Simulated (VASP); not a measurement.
Wanted: the native input for a VASP 6.6.1 run.

```
Task                   : relaxation of cell and atoms
Functional             : PBE
Potentials or basis    : VASP PAW PBE potentials, release 64 (Al, N)
Cutoff                 : 520 eV
k mesh                 : 12 × 12 × 12
Occupations            : gaussian, width 0.02 eV
Spin                   : no spin polarisation
Further INCAR settings : ALGO = Normal; EDIFF = 1e-07; IBRION = 2; EDIFFG = -0.002; NSW = 80; ISIF = 3
```

The structure of AlN lies in POSCAR:

```
AlN                                     
1.0
    0.0000000000      2.2005482856      2.2005482856
    2.2005482856      0.0000000000      2.2005482856
    2.2005482856      2.2005482856      0.0000000000
  Al              N             
     1     1
Direct
     0.0000000000000000    0.0000000000000000    0.0000000000000000
     0.7500000000000000    0.7500000000000000    0.7500000000000000
```

Measurements of this composition are mostly on another form, of space group No. 186.

The input as run:

INCAR

```
ALGO = Normal
EDIFF = 1E-7
EDIFFG = -0.002
ENCUT = 520
GGA = PE
IBRION = 2
ISIF = 3
ISMEAR = 0
LASPH = True
LCHARG = False
LREAL = False
LWAVE = False
NELM = 80
NSW = 80
PREC = Accurate
SIGMA = 0.02
```

KPOINTS

```
k-points
0
Gamma
  12 12 12
```

Potentials or basis: VASP PAW PBE potentials, release 64 (Al, N).

Launch:

```console
$ cat potpaw_PBE.64/Al/POTCAR potpaw_PBE.64/N/POTCAR > POTCAR
$ mpirun -np 1 vasp_std > vasp.out
```

It gave:

- Pressure after relaxing: 0.0 GPa
- Band gap on the k mesh: 3.31 eV, indirect (least direct gap 4.00 eV)

Caveat: the relaxation stopped at its first step, so nothing moved.

Run time: 5.6 s on 1 thread of Intel(R) Xeon(R) 6975P-C (Granite Rapids), with other jobs on the host, peak memory 0.13 GiB.
